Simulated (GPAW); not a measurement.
# SiC (Moissanite) in GPAW: the effect of strain hydrostatic

The system is SiC (Moissanite).

```xyz
4
Lattice="2.9530 0.0000 0.0000 -1.4765 2.5573 0.0000 0.0000 0.0000 4.8461" Properties=species:S:1:pos:R:3 pbc="T T T"
Si    1.4765    0.8524    2.4230
Si    0.0000    1.7049    0.0000
C     1.4765    0.8524    4.2888
C     0.0000    1.7049    1.8657
```

Alike in all runs:

- Program: GPAW 26.7.0
- Task: band structure
- Functional: PBEsol
- Potentials or basis: PAW data sets generated in the run's folder for this functional
- Cutoff: 800 eV
- Basis: pw
- k mesh: 10 × 10 × 5
- Occupations: fermi-dirac, width 0.05 eV
- Spin: no spin polarisation
- Maxiter: 150
- Band path: GMKGALHA,LM,KH
- Band points: 100

```tsv
strain hydrostatic	gap on the mesh (eV)	pressure (GPa)	largest force (eV/Å)
-0.04	2.11	36.8	0.98
-0.02	2.22	17.0	0.87
-0.01	?	?	?
0	2.32	1.5	0.76
0.01	2.37	-5.0	0.72
0.02	2.36	-10.6	0.67
0.04	2.26	-19.8	0.59
```

Q: What does the run with strain hydrostatic -0.01 give?

A: gap on the mesh 2.27 eV; pressure 8.8 GPa; largest force 0.81 eV/Å.

Worked out: A parabola through the other rows of the gap on the mesh, of slope 4.12 eV per unit of strain hydrostatic there, gives 2.30 eV, against the run's 2.27. A parabola through the other rows of the pressure, of slope -791 GPa per unit of strain hydrostatic there, gives 9.0 GPa, against the run's 8.8. A parabola through the other rows of the largest force, of slope -5.16 eV/Å per unit of strain hydrostatic there, gives 0.81 eV/Å, against the run's 0.81.

Caveats: the density grid can change from cell to cell, which puts small steps into energies and stress; the mesh misses the band edges, which the band path finds closer together (some runs).

Runs at the PBE level aren't shown here.
